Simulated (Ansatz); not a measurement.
An input for the plane-wave PAW code Ansatz:

```yaml
crystal:
  lattice:
    - [0.0, 2.8094574679, 2.8094574679]
    - [2.8094574679, 0.0, 2.8094574679]
    - [2.8094574679, 2.8094574679, 0.0]
  atoms:
    - { symbol: Na, position: [0.0, 0.0, 0.0] }
    - { symbol: Cl, position: [0.5, 0.5, 0.5] }
basis:
  ecutwfc: 420
  ecutrho_ratio: 4
kpoints:
  mp_grid: { grid: [10, 10, 10] }
hamiltonian:
  xc: pbe
scf:
  occupations: { method: gaussian, width: 0.05 }
output:
  forces: true
  stress: true
  eigenvalues: true
```

Launched as:
```sh
ansatz run input.yaml --threads 4 --pin off --max-ram 7168MiB --backend cpu --events-out ev --progress --plain --runs-dir out
```

The chain of runs began from a measured cell (COD), expanded in volume. Of that entry: the cell was measured well above room temperature.

**Question.** About how long does the run take on 4 threads of Arm Neoverse V2, on a shared host, and how much memory does it need?

**Answer.** About 0.4 s, with a peak of 0.29 GiB.

The output:

```
Pseudopotentials: kind: paw
Pseudopotential: Na, paw, valence charge 9, recommended cutoff 420 eV (normal), Na.paw.azcp
Pseudopotential: Cl, paw, valence charge 7, recommended cutoff 420 eV (normal), Cl.paw.azcp
Crystal: 2 atoms, lattice volume = 44.350 Å³
Basis set: ecut = 420 eV, 893 PW (Γ), exchange–correlation on 54×54×54 points (8 copies of the dense FFT grid, shifted against one another)
Bands: 12, of which v1, the nominal top of the filled ones, is band 8 counted from 1 (7 counted from 0)
Symmetry: 48 space group operations
Space group: Fm-3m (ITA 225), of the structure as read, at distance tolerance 3.5e-5 Å
k-points: 47 of 1000
Initial density: superposition of atomic densities (neutral atoms: chi_scale 0, normalization atom), corrected by the library's trained network
Initial wavefunctions: pseudopotential atomic-orbital guess
Functional: x = pbe(κ = 0.804, μ = 0.21951), c = pbe(β = 0.06672)
```

SCF trace (energy estimate counted from the last row):
| iteration | ΔE (eV) | density residual (eV) |
| --- | --- | --- |
| 1 | -1.1e-04 | 5.88e-4 |
| 2 | -2.5e-04 | 8.07e-4 |
| 3 | -3.7e-05 | 2.08e-4 |
| 4 | 2.6e-05 | 3.06e-5 |
| 5 | 0.000 | 2.12e-6 |
| 6 | 0.000 | 3.10e-7 |
| 7 | 0.000 | 8.57e-8 |

```
SCF 1 converged in 7 iterations: F = -2569.549126 eV  dr2 = 8.57e-8
SCF converged after 7 iterations
Free energy (F): -2569.549126 eV
E sigma→0 (E₀):  -2569.549126 eV
Fermi energy:    3.766890 eV
--- Per-component energies (eV) ---
  E_band       = -233.222877
  E_kinetic    = 283.221793
  E_local      = -1524.211010  (includes V_loc(G=0)·N_el)
  E_nonlocal   = 143.600134
  E_hartree    = 537.194802
  E_xc         = -147.143403
  E_vxc        = -173.455594  (∫ρ·V_xc dr)
  E_paw        = -922.544928  (= ΣΔE_a)
  E_vpaw       = -36.772092  (= ΣTr[D̂ρ^β])
  E_aug_tail   = 0.000067  (compensation charges beyond the density's cutoff)
  E_ewald      = -939.666580
  E_smearing   =  0.000000  (= −TS)
--- Forces (eV/Å), atoms counted from 1 ---
  atom   1  Na     0.00000000     0.00000000     0.00000000
  atom   2  Cl     0.00000000     0.00000000     0.00000000
--- Stress (GPa, compression-positive) ---
        1.060639       0.000000       0.000000
        0.000000       1.060639       0.000000
        0.000000       0.000000       1.060639
  P = ⅓ Tr σ = 1.0606 GPa (10.606 kbar)
--- Band table (eV; the first three rows and the last of 47) ---
  k-point 0: bands = ["-47.6967", "-19.6079", "-19.6079", "-19.6079", "-11.4904", "1.1911", "1.1911", "1.1911", "6.3421", "12.2346", "12.2346", "12.2346"]
  k-point 1: bands = ["-47.6966", "-19.6109", "-19.6081", "-19.6081", "-11.4591", "0.9408", "1.1639", "1.1639", "6.6752", "11.8679", "12.3663", "12.3663"]
  k-point 2: bands = ["-47.6964", "-19.6186", "-19.6086", "-19.6086", "-11.3757", "0.3795", "1.0943", "1.0943", "7.4312", "11.3263", "12.5516", "12.5516"]
  k-point 46: bands = ["-47.6956", "-19.6246", "-19.6207", "-19.6184", "-11.0807", "-0.1746", "0.1538", "0.4401", "9.8449", "10.3800", "11.4060", "12.8420"]
```

In short (PBE): pressure 1.1 GPa, gap on the mesh 5.15 eV.

Kohn–Sham gaps of semilocal functionals lie under measured ones, often by a third or more.
